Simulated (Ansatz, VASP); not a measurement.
# Ti in VASP and in Ansatz

Contents of INCAR:

```
PREC = Accurate
ENCUT = 600
EDIFF = 1E-7
ISMEAR = 0
SIGMA = 0.1
LREAL = F
LASPH = T
NELM = 100
ALGO = Normal
ISIF = 3
LWAVE = F
LCHARG = F
GGA = PS
IBRION = 2
NSW = 100
EDIFFG = -0.05
```

File KPOINTS:

```
regular mesh
0
Gamma
  8 8 8
```

POSCAR

```
Ti
1.0
   -1.6566964817      1.6566964817      1.6566964817
    1.6566964817     -1.6566964817      1.6566964817
    1.6566964817      1.6566964817     -1.6566964817
Ti
1
Direct
    0.0000000000      0.0000000000      0.0000000000
```

Input for Ansatz:

```yaml
crystal:
  lattice:
    - [-1.6566964817, 1.6566964817, 1.6566964817]
    - [1.6566964817, -1.6566964817, 1.6566964817]
    - [1.6566964817, 1.6566964817, -1.6566964817]
  atoms:
    - { symbol: Ti, position: [0.0, 0.0, 0.0] }
basis:
  ecutwfc: 420
kpoints:
  mp_grid: { grid: [8, 8, 8] }
hamiltonian:
  xc: pbesol
scf:
  occupations: { method: gaussian, width: 0.1 }
output:
  forces: true
  stress: true
  eigenvalues: true
relax:
  adjacent_minimum: "off"
  f_tol: 0.05
  max_steps: 80
  cell: { stress_tol: 0.5 }
```

Alike in both runs: task relaxation of cell and atoms; functional PBEsol; k mesh 8 × 8 × 8; occupations gaussian, width 0.1 eV; no spin polarisation.

```csv
,VASP,Ansatz
version,VASP 6.6.1,Ansatz 0.2.0
potentials or method,"VASP PAW PBE potentials, release 64 (Ti_sv)","scalar-relativistic, plane waves, PAW"
plane-wave cutoff (eV),600,420
valence electrons in the cell,12,12
```

VASP gave:

```
gap on the k mesh at the Fermi level, each at its own relaxed structure (eV) : none
relaxed volume (Å³/atom)                                                     : 16.51
relaxed cell length with the largest relative difference (Å)                 : 2.778
energy change over the relaxation (meV/atom)                                 : -54
```

Task: Which values does Ansatz return?

Result: gap on the k mesh at the Fermi level, each at its own relaxed structure (eV): none; relaxed volume (Å³/atom): 16.54; relaxed cell length with the largest relative difference (Å): 2.780; energy change over the relaxation (meV/atom): -52.

A gap of «none» marks a metal or a gap that the smearing closes.

Caveats: the PAW data sets were made with another functional, which shifts forces and pressure a little (VASP).
